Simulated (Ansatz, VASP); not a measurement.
## Two plane-wave programs on BN

The input INCAR:

```
PREC     = Accurate       # precision mode
ENCUT    = 520            # plane-wave cutoff, eV
EDIFF    = 1E-6           # SCF threshold, eV
ISMEAR   = 0              # smearing method
SIGMA    = 0.01           # smearing width, eV
LREAL    = F              # projectors in reciprocal space
LASPH    = T              # aspherical terms in the spheres
NELM     = 100            # most SCF steps
ALGO     = Normal         # electronic algorithm
ISIF     = 2              # what is computed and relaxed
LWAVE    = F              # write WAVECAR
LCHARG   = F              # write CHGCAR
GGA      = PS             # functional
NBANDS   = 16             # bands
```

KPOINTS

```
regular mesh
0
Gamma
  12 12 6
```

The input POSCAR:

```
BN
1.0
    2.5405666191      0.0000000000      0.0000000000
   -1.2702833096      2.2001952322      0.0000000000
    0.0000000000      0.0000000000      4.2026461249
B N
2 2
Direct
    0.3333333333      0.6666666667     -0.0567236753
    0.6666666667      0.3333333333      0.4432763247
    0.3333333333      0.6666666667      0.4307236753
    0.6666666667      0.3333333333      0.9307236753
```

Input for Ansatz:

```yaml
crystal:
  lattice:
    - [2.5405666191, 0.0, 0.0]
    - [-1.2702833096, 2.2001952322, 0.0]
    - [0.0, 0.0, 4.2026461249]
  atoms:
    - { symbol: B, position: [0.3333333333, 0.6666666667, -0.0567236753] }
    - { symbol: B, position: [0.6666666667, 0.3333333333, 0.4432763247] }
    - { symbol: "N", position: [0.3333333333, 0.6666666667, 0.4307236753] }
    - { symbol: "N", position: [0.6666666667, 0.3333333333, 0.9307236753] }
basis:
  ecutwfc: 420
  xc_grid: 2
kpoints:
  mp_grid: { grid: [12, 12, 6] }
hamiltonian:
  xc: pbesol
  pseudopotentials: { kind: paw, azcp: { folder: soft_1 } }
scf:
  occupations: { method: fixed }
output:
  forces: true
  stress: true
  eigenvalues: true
  polarization: {}
```

Change from the starting cell: polar distortion scaled by 0.10.

Alike in both runs: task single point; functional PBEsol; k mesh 12 × 12 × 6; no spin polarisation.

|  | VASP | Ansatz |
| --- | --- | --- |
| version | VASP 6.6.1 | Ansatz 0.2.0 |
| potentials or method | VASP PAW PBE potentials, release 64 (B, N) | scalar-relativistic, plane waves, PAW |
| plane-wave cutoff (eV) | 520 | 420 |
| occupations | gaussian, width 0.01 eV | fixed |
| valence electrons in the cell | 16 | 16 |

Ansatz gave:

```
gap on the k mesh at the Fermi level (eV)       : 3.08
least direct gap on the mesh (eV)               : 4.83
pressure (GPa)                                  : 26.9
largest component of the traceless stress (GPa) : 40.32
rms of the force components (eV/Å)              : 0.449
```

Task: Which values does VASP return?

Result: gap on the k mesh at the Fermi level (eV): 3.07; least direct gap on the mesh (eV): 4.83; pressure (GPa): 27.7; largest component of the traceless stress (GPa): 39.48; rms of the force components (eV/Å): 0.450.

Atom by atom the forces differ by 0.002 eV/Å (rms over components). Ansatz warned: «pseudo_functional_mismatch».

Caveats: so large a pressure means that the cell lies far from this level's equilibrium, or that cutoff or potentials fall short (VASP); the potentials were made for another functional, which shifts forces and pressure (VASP). A k mesh can miss the band edges.
